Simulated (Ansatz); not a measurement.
Crystal: CdF2.

```xyz
3
Lattice="0.0000 2.6940 2.6940 2.6940 0.0000 2.6940 2.6940 2.6940 0.0000" Properties=species:S:1:pos:R:3 pbc="T T T"
Cd    0.0000    0.0000    0.0000
F     4.0410    4.0410    4.0410
F     1.3470    1.3470    1.3470
```

Base run:

```yaml
Program: Ansatz 0.2.0
Functional: r2SCAN
Potentials_or_basis: Ansatz PAW
Cutoff: "500 eV (not typed: the program's choice for these potentials)"
k_mesh: 5 × 5 × 5
Occupations: fermi-dirac, width 0.05 eV
Spin: no spin polarisation
```

Its results: band gap on the k mesh 3.88 eV, indirect (least direct gap 4.31 eV); pressure 0.0 GPa.

**Question.** After a change of settings the same cell gave: band gap on the k mesh 3.39 eV, indirect (least direct gap 3.81 eV); pressure 10.3 GPa. Which change was it?
A. functional from r2SCAN to RPBE; cutoff from 500 eV (not typed: the program's choice for these potentials) to 420 eV (not typed: the program's choice for these potentials)
B. functional from r2SCAN to HSE06; cutoff from 500 eV (not typed: the program's choice for these potentials) to 420 eV (not typed: the program's choice for these potentials)
C. functional from r2SCAN to PBEsol; cutoff from 500 eV (not typed: the program's choice for these potentials) to 420 eV (not typed: the program's choice for these potentials)
D. functional from r2SCAN to LDA; cutoff from 500 eV (not typed: the program's choice for these potentials) to 420 eV (not typed: the program's choice for these potentials)

**Answer.** A.

r2SCAN gives the wider gap, since meta-GGAs in the generalised Kohn-Sham scheme recover part of the derivative discontinuity.

Caveats: the k mesh misses the band edges, so the gap on the mesh is wider than the one along the path; the PAW data sets come from PBE, with cores solved anew for the run's functional, which leaves a small shift of forces and pressure.
